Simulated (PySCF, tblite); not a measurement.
Compound: acetic acid, C2H4O2.
Numbering: `[CH3:1][C:2](=[O:3])[OH:4]` (hydrogens: H5, H6, H7 on C1; H8 on O4)

The geometry is computed with GFN2-xTB (gas phase).

(1) List the bond lengths, angles and torsions at this level.

Results:

(1) 
```tsv
bond	length (pm)
C1–C2	150.1
C2=O3	120.0
C2–O4	134.1
C1–H5, C1–H6, C1–H7	108.7
O4–H8	97.0
```

Bonds in one row agree within 1 pm and their mean is given. A selection of angles:
```tsv
angle	degrees
C2–C1–H5	109.2
H5–C1–H6	110.2
H5–C1–H7	108.2
C1–C2–O3	126.0
C1–C2–O4	111.6
O3–C2–O4	122.4
C2–O4–H8	110.5
```

Torsions: H8–O4–C2–C1 180° (antiperiplanar).

The 2 C–O bonds span 1.200 Å (C2=O3, drawn double) to 1.341 Å (C2–O4, drawn single), a spread of 0.141 Å. The 4 heavy atoms lie in one plane (0.000 Å rms).

Point group: Cs (every atom within 0.08 Å of its image). Its GFN2-xTB frequencies are all real (lowest 36 cm⁻¹). The numbers are those of one conformer (C1–C2–O4–H 180°).
